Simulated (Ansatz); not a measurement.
**Li: input, output and frames of a trajectory**

Computed with Ansatz 0.2.0, DFT PBE+D3(BJ), scalar-relativistic, plane waves, PAW. Settings: plane waves to 420 eV, k-mesh 2×2×2 (shifted by 0.5, 0.5, 0.5 steps), Fermi–Dirac smearing 0.05 eV. The mesh is coarse. No spin polarisation.

18 atoms, starting at 1.00 times the perfect crystal's volume (space group P6_3/mmc, the cell as given, not relaxed at this level); Nosé–Hoover thermostat at 200 K, fixed cell; 55 steps of 3 fs. The run is short and not equilibrated. The time step is on the long side.

Self-consistency was reached.

Command:
```bash
ansatz run input.yaml --threads 4 --pin off --max-ram 5120MiB --backend cpu --events-out ev --progress --plain --runs-dir out
```

Input:
```yaml
crystal:
  lattice:
    - [0.0, 5.388413789, 5.093]
    - [-4.6665032274, -2.6942068945, 5.093]
    - [4.6665032274, -2.6942068945, 5.093]
  atoms:
    - { symbol: Li, position: [0.3055555556, 0.6388888889, 0.3055555556] }
    - { symbol: Li, position: [0.6388888889, 0.6388888889, 0.9722222222] }
    - { symbol: Li, position: [0.3055555556, 0.3055555556, 0.6388888889] }
    - { symbol: Li, position: [0.3055555556, 0.9722222222, 0.9722222222] }
    - { symbol: Li, position: [0.6388888889, 0.3055555556, 0.3055555556] }
    - { symbol: Li, position: [0.9722222222, 0.6388888889, 0.6388888889] }
    - { symbol: Li, position: [0.9722222222, 0.3055555556, 0.9722222222] }
    - { symbol: Li, position: [0.6388888889, 0.9722222222, 0.6388888889] }
    - { symbol: Li, position: [0.9722222222, 0.9722222222, 0.3055555556] }
    - { symbol: Li, position: [0.3611111111, 0.6944444444, 0.6944444444] }
    - { symbol: Li, position: [0.6944444444, 0.6944444444, 0.3611111111] }
    - { symbol: Li, position: [0.3611111111, 0.3611111111, 0.0277777778] }
    - { symbol: Li, position: [0.3611111111, 0.0277777778, 0.3611111111] }
    - { symbol: Li, position: [0.6944444444, 0.3611111111, 0.6944444444] }
    - { symbol: Li, position: [0.0277777778, 0.6944444444, 0.0277777778] }
    - { symbol: Li, position: [0.0277777778, 0.3611111111, 0.3611111111] }
    - { symbol: Li, position: [0.6944444444, 0.0277777778, 0.0277777778] }
    - { symbol: Li, position: [0.0277777778, 0.0277777778, 0.6944444444] }
basis:
  ecutwfc: 420
kpoints:
  mp_grid: { grid: [2, 2, 2], shift: [0.5, 0.5, 0.5] }
hamiltonian:
  xc: pbe
  dispersion: d3bj
scf:
  occupations: { method: fermi_dirac, width: 0.05 }
  lower_state_search: "off"
  convergence: { dr2_threshold: 1.0e-07 }
output:
  forces: true
  stress: true
md:
  timestep: 3.0
  n_steps: 55
  ensemble: nvt_nose_hoover
  temperature: 200.0
  initial_velocities: maxwell_boltzmann
  seed: 37733
```

Output (its end):
```
...
Harris-Foulkes:  -3686.300373 eV  (|F-HF|=1.41e-9)
Internal energy: -3686.129312 eV  (E = F + TS)
E sigma→0 (E₀):  -3686.214843 eV
Entropy (-TS):   -0.171061 eV (-9.503 meV/atom)
Fermi energy:    1.015308 eV
--- Per-component energies (eV) ---
  E_band       = -1655.000571
  E_kinetic    = 380.007872
  E_local      = -2420.777000  (includes V_loc(G=0)·N_el)
  E_nonlocal   = -598.782578
  E_hartree    = 721.866126
  E_xc         = -179.952996
  E_vxc        = -231.604880  (∫ρ·V_xc dr)
  E_paw        = -378.120875  (= ΣΔE_a)
  E_vpaw       = -227.576654  (= ΣTr[D̂ρ^β])
  E_aug_tail   = 0.000281  (compensation charges beyond the density's cutoff)
  E_ewald      = -1207.478819
  E_disp       = -2.891322  (pairwise vdW)
  E_smearing   = -0.171061  (= −TS)
  E_closure    = -0.000000  (closes the sum)
  Σ components = -3686.300373   (vs F -3686.300373, Δ=0.00e0)
--- Forces (eV/Å), atoms counted from 1 ---
  atom   1  Li    -0.05485597     0.05852400    -0.00465459
  atom   2  Li     0.11234536    -0.22110747     0.06698440
  atom   3  Li    -0.03540859    -0.14546901     0.14618071
  atom   4  Li     0.10312393    -0.00219865     0.14803212
  atom   5  Li    -0.14462138     0.07727926     0.12890648
  atom   6  Li    -0.09995930     0.05029414    -0.08425014
  atom   7  Li    -0.00901534     0.00764551     0.06719899
  atom   8  Li    -0.02968327     0.20370922     0.10336045
  atom   9  Li     0.13225894    -0.12922632    -0.07090359
  atom  10  Li     0.01853766     0.16513520    -0.02561161
  atom  11  Li     0.02828842    -0.14557918    -0.05625590
  atom  12  Li     0.01276364    -0.03290992     0.04226551
  atom  13  Li    -0.05985538     0.08958512    -0.17771542
  atom  14  Li    -0.04204424    -0.01800168    -0.11967546
  atom  15  Li    -0.11690352     0.01412642    -0.08437637
  atom  16  Li    -0.00639963     0.04253475    -0.00156820
  atom  17  Li     0.10142629     0.15277010     0.22345460
  atom  18  Li     0.09000374    -0.16711878    -0.30137460
  max |Σ_I F_I| component: 7.30e-6 eV/Å
--- Stress (GPa, compression-positive) ---
       -0.900123      -0.001151       0.013343
       -0.001151      -0.948174      -0.032674
        0.013343      -0.032674      -2.985942
  P = ⅓ Tr σ = -1.6114 GPa (-16.114 kbar)
--- MD trajectory: 55 steps, t = 0.0 → 165.0 fs ---
  final state: T = 150.6 K   F+E_penalty+E_count = -3686.30037339 eV   E_kin = 0.330982 eV
  conserved energy: peak-to-peak 1.181e-3 eV (6.560e-5 eV/atom) over 165.0 fs
```

Frames along the run (Å, eV/Å; dE is the potential energy from the first frame):

```xyz
18
Lattice="0.000 5.388 5.093 -4.667 -2.694 5.093 4.667 -2.694 5.093" Properties=species:S:1:pos:R:3:forces:R:3 pbc="T T T" time_fs=0.00 dE_eV=0.0000 T_K=200
Li   -1.556   -0.898    6.366    0.000    0.000    0.003
Li    1.556   -0.898   11.459    0.000    0.000    0.003
Li    1.556   -0.898    6.366    0.000    0.000    0.003
Li    0.000   -3.592   11.459    0.000    0.000    0.003
Li    0.000    1.796    6.366    0.000    0.000    0.003
Li    0.000    1.796   11.459    0.000    0.000    0.003
Li    3.111    1.796   11.459    0.000    0.000    0.003
Li   -1.556   -0.898   11.459    0.000    0.000    0.003
Li   -3.111    1.796   11.459    0.000    0.000    0.003
Li    0.000   -1.796    8.913    0.000    0.000   -0.003
Li   -1.556    0.898    8.913    0.000    0.000   -0.003
Li   -1.556    0.898    3.820    0.000    0.000   -0.003
Li    1.556    0.898    3.820    0.000    0.000   -0.003
Li    1.556    0.898    8.913    0.000    0.000   -0.003
Li   -3.111   -1.796    3.820    0.000    0.000   -0.003
Li    0.000   -1.796    3.820    0.000    0.000   -0.003
Li    0.000    3.592    3.820    0.000    0.000   -0.003
Li    3.111   -1.796    3.820    0.000    0.000   -0.003
18
Lattice="0.000 5.388 5.093 -4.667 -2.694 5.093 4.667 -2.694 5.093" Properties=species:S:1:pos:R:3:forces:R:3 pbc="T T T" time_fs=15.00 dE_eV=0.1159 T_K=148
Li   -1.531   -1.034    6.280   -0.058    0.126    0.075
Li    1.432   -0.835   11.548    0.099   -0.125   -0.063
Li    1.490   -0.838    6.291    0.040   -0.120    0.093
Li   -0.074   -3.612   11.382    0.048    0.039    0.156
Li    0.007    1.814    6.384   -0.092    0.004    0.057
Li    0.028    1.736   11.295   -0.037    0.067    0.122
Li    3.116    1.810   11.475   -0.015   -0.001    0.011
Li   -1.662   -0.904   11.469    0.053    0.046    0.055
Li   -3.131    1.837   11.525    0.054   -0.027   -0.110
Li   -0.078   -1.836    8.979    0.080    0.073   -0.092
Li   -1.551    0.912    8.880    0.049   -0.019   -0.008
Li   -1.548    0.970    3.945    0.005   -0.114   -0.085
Li    1.556    0.918    3.941   -0.040   -0.011   -0.180
Li    1.710    0.870    8.980   -0.131    0.023   -0.102
Li   -3.053   -1.770    3.806   -0.034   -0.013   -0.021
Li    0.092   -1.817    3.674   -0.050    0.009    0.127
Li    0.055    3.561    3.864    0.004    0.085    0.014
Li    3.142   -1.781    3.791    0.025   -0.042   -0.052
18
Lattice="0.000 5.388 5.093 -4.667 -2.694 5.093 4.667 -2.694 5.093" Properties=species:S:1:pos:R:3:forces:R:3 pbc="T T T" time_fs=30.00 dE_eV=0.3042 T_K=64
Li   -1.524   -1.132    6.217   -0.066    0.201    0.128
Li    1.339   -0.810   11.617    0.145   -0.188   -0.115
Li    1.437   -0.814    6.244    0.064   -0.181    0.144
Li   -0.133   -3.619   11.352    0.079    0.058    0.228
Li   -0.014    1.832    6.418   -0.128   -0.015    0.051
Li    0.045    1.697   11.168   -0.062    0.109    0.187
Li    3.116    1.823   11.494   -0.024   -0.002    0.006
Li   -1.753   -0.897   11.496    0.101    0.073    0.057
Li   -3.135    1.869   11.556    0.083   -0.039   -0.196
Li   -0.132   -1.854    9.018    0.129    0.118   -0.142
Li   -1.532    0.920    8.845    0.051   -0.037   -0.013
Li   -1.539    1.007    4.045    0.005   -0.184   -0.126
Li    1.544    0.935    4.008   -0.053   -0.020   -0.282
Li    1.825    0.850    9.017   -0.205    0.044   -0.152
Li   -3.004   -1.747    3.785   -0.059   -0.014   -0.026
Li    0.169   -1.835    3.568   -0.091    0.016    0.262
Li    0.112    3.555    3.914   -0.001    0.117    0.042
Li    3.181   -1.779    3.748    0.032   -0.056   -0.055
18
Lattice="0.000 5.388 5.093 -4.667 -2.694 5.093 4.667 -2.694 5.093" Properties=species:S:1:pos:R:3:forces:R:3 pbc="T T T" time_fs=45.00 dE_eV=0.3354 T_K=51
Li   -1.537   -1.169    6.193   -0.052    0.223    0.147
Li    1.288   -0.841   11.652    0.137   -0.157   -0.136
Li    1.402   -0.844    6.240    0.070   -0.130    0.132
Li   -0.169   -3.610   11.391    0.087    0.054    0.187
Li   -0.072    1.845    6.467   -0.077   -0.045   -0.016
Li    0.044    1.689   11.097   -0.053    0.085    0.203
Li    3.110    1.836   11.514   -0.013   -0.005   -0.017
Li   -1.815   -0.867   11.537    0.103    0.040   -0.035
Li   -3.115    1.890   11.530    0.051   -0.052   -0.174
Li   -0.148   -1.837    9.015    0.131    0.096   -0.131
Li   -1.497    0.917    8.807    0.013   -0.045    0.012
Li   -1.529    0.990    4.108   -0.003   -0.150   -0.144
Li    1.517    0.946    3.991   -0.026   -0.025   -0.232
Li    1.878    0.842    9.008   -0.200    0.021   -0.118
Li   -2.974   -1.728    3.757   -0.068   -0.023   -0.011
Li    0.220   -1.848    3.540   -0.088    0.042    0.279
Li    0.167    3.584    3.977   -0.043    0.083    0.044
Li    3.230   -1.792    3.689    0.029   -0.012    0.010
18
Lattice="0.000 5.388 5.093 -4.667 -2.694 5.093 4.667 -2.694 5.093" Properties=species:S:1:pos:R:3:forces:R:3 pbc="T T T" time_fs=60.00 dE_eV=0.2599 T_K=91
Li   -1.567   -1.138    6.214   -0.033    0.181    0.130
Li    1.279   -0.922   11.646    0.096   -0.055   -0.111
Li    1.389   -0.915    6.276    0.063   -0.006    0.080
Li   -0.179   -3.583   11.488    0.062    0.026    0.063
Li   -0.156    1.845    6.512    0.032   -0.044   -0.095
Li    0.026    1.707   11.087   -0.025    0.017    0.182
Li    3.099    1.847   11.530    0.019   -0.009   -0.049
Li   -1.846   -0.826   11.569    0.076   -0.035   -0.163
Li   -3.078    1.895   11.450   -0.006   -0.044   -0.037
Li   -0.123   -1.790    8.971    0.096    0.020   -0.070
Li   -1.459    0.899    8.771   -0.052   -0.039    0.074
Li   -1.520    0.926    4.126   -0.017   -0.038   -0.146
Li    1.481    0.949    3.902    0.034   -0.023   -0.080
Li    1.872    0.840    8.964   -0.134   -0.031   -0.023
Li   -2.964   -1.717    3.724   -0.055   -0.041    0.021
Li    0.245   -1.848    3.595   -0.058    0.060    0.147
Li    0.211    3.639    4.054   -0.102   -0.005   -0.031
Li    3.289   -1.809    3.631    0.003    0.066    0.110
18
Lattice="0.000 5.388 5.093 -4.667 -2.694 5.093 4.667 -2.694 5.093" Properties=species:S:1:pos:R:3:forces:R:3 pbc="T T T" time_fs=75.00 dE_eV=0.2513 T_K=106
Li   -1.608   -1.049    6.277    0.002    0.074    0.070
Li    1.299   -1.023   11.605    0.047    0.080   -0.046
Li    1.395   -0.991    6.340    0.052    0.108    0.016
Li   -0.171   -3.547   11.610   -0.004   -0.018   -0.086
Li   -0.234    1.832    6.531    0.133   -0.015   -0.139
Li   -0.001    1.732   11.134    0.008   -0.041    0.127
Li    3.094    1.856   11.531    0.046   -0.006   -0.063
Li   -1.854   -0.793   11.551    0.056   -0.100   -0.210
Li   -3.041    1.888   11.355   -0.026    0.022    0.133
Li   -0.066   -1.735    8.902    0.039   -0.072    0.010
Li   -1.434    0.869    8.758   -0.109   -0.010    0.131
Li   -1.515    0.847    4.100   -0.031    0.071   -0.124
Li    1.455    0.945    3.783    0.102   -0.019    0.087
Li    1.822    0.829    8.909   -0.044   -0.045    0.062
Li   -2.970   -1.717    3.697   -0.019   -0.047    0.056
Li    0.252   -1.830    3.700   -0.046    0.029   -0.026
Li    0.224    3.694    4.122   -0.145   -0.118   -0.175
Li    3.351   -1.807    3.606   -0.060    0.107    0.177
18
Lattice="0.000 5.388 5.093 -4.667 -2.694 5.093 4.667 -2.694 5.093" Properties=species:S:1:pos:R:3:forces:R:3 pbc="T T T" time_fs=90.00 dE_eV=0.3017 T_K=94
Li   -1.651   -0.932    6.364    0.064   -0.067   -0.029
Li    1.337   -1.105   11.547   -0.002    0.206    0.010
Li    1.418   -1.038    6.412    0.044    0.165   -0.061
Li   -0.163   -3.515   11.712   -0.067   -0.050   -0.205
Li   -0.275    1.813    6.507    0.178    0.003   -0.118
Li   -0.026    1.746   11.225    0.049   -0.053    0.055
Li    3.103    1.864   11.512    0.039   -0.002   -0.042
Li   -1.845   -0.789   11.469    0.051   -0.117   -0.128
Li   -3.009    1.887   11.295   -0.047    0.080    0.219
Li    0.006   -1.699    8.833   -0.034   -0.144    0.085
Li   -1.442    0.834    8.784   -0.111    0.049    0.121
Li   -1.520    0.784    4.033   -0.033    0.122   -0.071
Li    1.459    0.935    3.685    0.133   -0.027    0.211
Li    1.756    0.804    8.870    0.033    0.007    0.097
Li   -2.982   -1.733    3.685    0.023   -0.033    0.076
Li    0.244   -1.802    3.804   -0.052   -0.029   -0.124
Li    0.193    3.716    4.140   -0.128   -0.186   -0.270
Li    3.398   -1.772    3.634   -0.140    0.076    0.174
18
Lattice="0.000 5.388 5.093 -4.667 -2.694 5.093 4.667 -2.694 5.093" Properties=species:S:1:pos:R:3:forces:R:3 pbc="T T T" time_fs=105.00 dE_eV=0.2988 T_K=105
Li   -1.675   -0.829    6.448    0.119   -0.177   -0.117
Li    1.376   -1.127   11.487   -0.038    0.258    0.026
Li    1.456   -1.037    6.468    0.028    0.155   -0.141
Li   -0.174   -3.496   11.756   -0.040   -0.059   -0.245
Li   -0.262    1.794    6.445    0.167    0.011   -0.054
Li   -0.037    1.745   11.338    0.078   -0.026   -0.014
Li    3.124    1.872   11.480    0.003   -0.015   -0.006
Li   -1.818   -0.822   11.343    0.050   -0.090    0.033
Li   -2.993    1.910   11.299   -0.110    0.048    0.176
Li    0.071   -1.706    8.787   -0.106   -0.152    0.131
Li   -1.484    0.814    8.849   -0.045    0.108    0.033
Li   -1.535    0.756    3.940   -0.012    0.114    0.001
Li    1.504    0.916    3.646    0.078   -0.035    0.236
Li    1.694    0.781    8.859    0.062    0.082    0.090
Li   -2.988   -1.759    3.697    0.039   -0.015    0.077
Li    0.219   -1.782    3.877   -0.052   -0.063   -0.124
Li    0.121    3.683    4.076   -0.039   -0.143   -0.223
Li    3.402   -1.712    3.718   -0.180    0.000    0.121
18
Lattice="0.000 5.388 5.093 -4.667 -2.694 5.093 4.667 -2.694 5.093" Properties=species:S:1:pos:R:3:forces:R:3 pbc="T T T" time_fs=120.00 dE_eV=0.2392 T_K=142
Li   -1.665   -0.775    6.500    0.105   -0.188   -0.136
Li    1.406   -1.070   11.432   -0.021    0.191    0.022
Li    1.504   -0.988    6.484   -0.013    0.094   -0.159
Li   -0.196   -3.495   11.725    0.083   -0.057   -0.217
Li   -0.196    1.777    6.362    0.110    0.031    0.002
Li   -0.025    1.736   11.453    0.057    0.014   -0.063
Li    3.146    1.874   11.444   -0.039   -0.050    0.030
Li   -1.773   -0.884   11.221    0.058   -0.033    0.199
Li   -3.010    1.947   11.358   -0.137   -0.050    0.083
Li    0.106   -1.759    8.778   -0.128   -0.071    0.126
Li   -1.543    0.825    8.927    0.040    0.122   -0.075
Li   -1.555    0.762    3.843    0.025    0.066    0.064
Li    1.574    0.885    3.677   -0.046   -0.018    0.149
Li    1.649    0.781    8.876    0.033    0.111    0.045
Li   -2.984   -1.792    3.734    0.010    0.000    0.067
Li    0.177   -1.779    3.915   -0.041   -0.058   -0.075
Li    0.033    3.604    3.939    0.046   -0.013   -0.088
Li    3.352   -1.649    3.844   -0.141   -0.091    0.026
18
Lattice="0.000 5.388 5.093 -4.667 -2.694 5.093 4.667 -2.694 5.093" Properties=species:S:1:pos:R:3:forces:R:3 pbc="T T T" time_fs=135.00 dE_eV=0.2139 T_K=164
Li   -1.622   -0.776    6.512    0.040   -0.113   -0.099
Li    1.432   -0.953   11.383    0.048    0.047    0.029
Li    1.551   -0.907    6.453   -0.064   -0.001   -0.069
Li   -0.192   -3.511   11.625    0.199   -0.045   -0.142
Li   -0.094    1.770    6.277    0.019    0.064    0.042
Li    0.004    1.731   11.552   -0.012    0.049   -0.092
Li    3.158    1.861   11.416   -0.066   -0.083    0.061
Li   -1.708   -0.959   11.157    0.078    0.055    0.292
Li   -3.068    1.970   11.446   -0.078   -0.131    0.013
Li    0.104   -1.836    8.809   -0.080    0.050    0.085
Li   -1.591    0.874    8.986    0.085    0.057   -0.120
Li   -1.567    0.789    3.760    0.053    0.011    0.078
Li    1.632    0.847    3.756   -0.153    0.025    0.006
Li    1.611    0.816    8.906   -0.019    0.085   -0.028
Li   -2.977   -1.827    3.793   -0.055    0.021    0.047
Li    0.120   -1.794    3.930   -0.025   -0.030   -0.026
Li   -0.046    3.518    3.769    0.084    0.115    0.047
Li    3.256   -1.612    3.982   -0.054   -0.175   -0.124
18
Lattice="0.000 5.388 5.093 -4.667 -2.694 5.093 4.667 -2.694 5.093" Properties=species:S:1:pos:R:3:forces:R:3 pbc="T T T" time_fs=150.00 dE_eV=0.2483 T_K=158
Li   -1.565   -0.813    6.493   -0.021   -0.017   -0.047
Li    1.473   -0.817   11.342    0.114   -0.106    0.053
Li    1.578   -0.825    6.400   -0.081   -0.100    0.074
Li   -0.128   -3.542   11.478    0.223   -0.023   -0.014
Li    0.017    1.783    6.202   -0.082    0.090    0.085
Li    0.030    1.740   11.627   -0.080    0.068   -0.100
Li    3.149    1.822   11.406   -0.059   -0.074    0.081
Li   -1.618   -1.017   11.179    0.062    0.156    0.256
Li   -3.152    1.954   11.542    0.031   -0.158   -0.032
Li    0.077   -1.901    8.867   -0.012    0.132    0.039
Li   -1.616    0.941    9.010    0.077   -0.063   -0.098
Li   -1.564    0.821    3.699    0.046   -0.026    0.052
Li    1.647    0.817    3.840   -0.159    0.074   -0.120
Li    1.567    0.878    8.929   -0.047    0.039   -0.097
Li   -2.987   -1.855    3.869   -0.120    0.039    0.006
Li    0.053   -1.819    3.937   -0.011    0.005   -0.003
Li   -0.101    3.463    3.607    0.093    0.180    0.141
Li    3.139   -1.629    4.085    0.026   -0.217   -0.277
18
Lattice="0.000 5.388 5.093 -4.667 -2.694 5.093 4.667 -2.694 5.093" Properties=species:S:1:pos:R:3:forces:R:3 pbc="T T T" time_fs=165.00 dE_eV=0.2802 T_K=151
Li   -1.513   -0.857    6.459   -0.055    0.059   -0.005
Li    1.551   -0.710   11.316    0.112   -0.221    0.067
Li    1.583   -0.770    6.368   -0.035   -0.145    0.146
Li    0.004   -3.582   11.324    0.103   -0.002    0.148
Li    0.107    1.824    6.152   -0.145    0.077    0.129
Li    0.032    1.771   11.671   -0.100    0.050   -0.084
Li    3.124    1.760   11.421   -0.009    0.008    0.067
Li   -1.507   -1.030   11.280   -0.030    0.204    0.103
Li   -3.228    1.889   11.630    0.132   -0.129   -0.071
Li    0.045   -1.926    8.938    0.019    0.165   -0.026
Li   -1.618    0.991    9.005    0.028   -0.146   -0.056
Li   -1.547    0.846    3.654    0.013   -0.033    0.042
Li    1.614    0.808    3.890   -0.060    0.090   -0.178
Li    1.508    0.954    8.923   -0.042   -0.018   -0.120
Li   -3.034   -1.873    3.947   -0.117    0.014   -0.084
Li   -0.020   -1.843    3.943   -0.006    0.043   -0.002
Li   -0.127    3.462    3.486    0.101    0.153    0.223
Li    3.027   -1.713    4.106    0.090   -0.167   -0.301
```